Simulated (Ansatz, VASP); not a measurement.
**One calculation of NaCl, two programs**

File INCAR:

```
PREC = Accurate ; ENCUT = 520
EDIFF = 1E-6 ; ISMEAR = 0
SIGMA = 0.05 ; LREAL = F
LASPH = T ; NELM = 100
ALGO = Normal ; ISIF = 2
LWAVE = F ; LCHARG = F
GGA = CA ; NBANDS = 14
```

Contents of KPOINTS:

```
regular mesh
0
Gamma
  6 6 6
```

The input POSCAR:

```
NaCl
1.0
    3.3621024000      0.0000000000      0.0000000000
    0.0000000000      3.3621024000      0.0000000000
    0.0000000000      0.0000000000      3.2220148000
Na Cl
1 1
Direct
    0.0000000000      0.0000000000      0.0000000000
    0.5000000000      0.5000000000      0.5000000000
```

Input for Ansatz:

```yaml
crystal:
  lattice:
    - [3.3621024, 0.0, 0.0]
    - [0.0, 3.3621024, 0.0]
    - [0.0, 0.0, 3.2220148]
  atoms:
    - { symbol: Na, position: [0.0, 0.0, 0.0] }
    - { symbol: Cl, position: [0.5, 0.5, 0.5] }
basis:
  ecutwfc: 420
kpoints:
  mp_grid: { grid: [6, 6, 6] }
hamiltonian:
  xc: lda
scf:
  occupations: { method: gaussian, width: 0.05 }
output:
  forces: true
  stress: true
  eigenvalues: true
```

Change from the starting cell: strain -0.040 along x and y, -0.080 along z, atoms carried along.

Alike in both runs: task single point; functional LDA; k mesh 6 × 6 × 6; occupations gaussian, width 0.05 eV; no spin polarisation.

|  | VASP | Ansatz |
| --- | --- | --- |
| version | VASP 6.6.1 | Ansatz 0.2.0 |
| potentials or method | VASP PAW LDA potentials, release 64 (Na_pv, Cl) | scalar-relativistic, plane waves, PAW |
| plane-wave cutoff (eV) | 520 | 420 |
| valence electrons in the cell | 14 | 16 |

|  | VASP | Ansatz | Ansatz less VASP |
| --- | --- | --- | --- |
| gap on the k mesh at the Fermi level (eV) | 3.96 | 3.95 | -0.008 |
| least direct gap on the mesh (eV) | 4.53 | 4.52 | -0.009 |
| pressure (GPa) | 2.0 | 2.0 | +0.01 |
| largest component of the traceless stress (GPa) | 2.92 | 2.92 | -0.002 |

The two sets of potentials don't hold the same shells in valence.

A k mesh can miss the band edges.
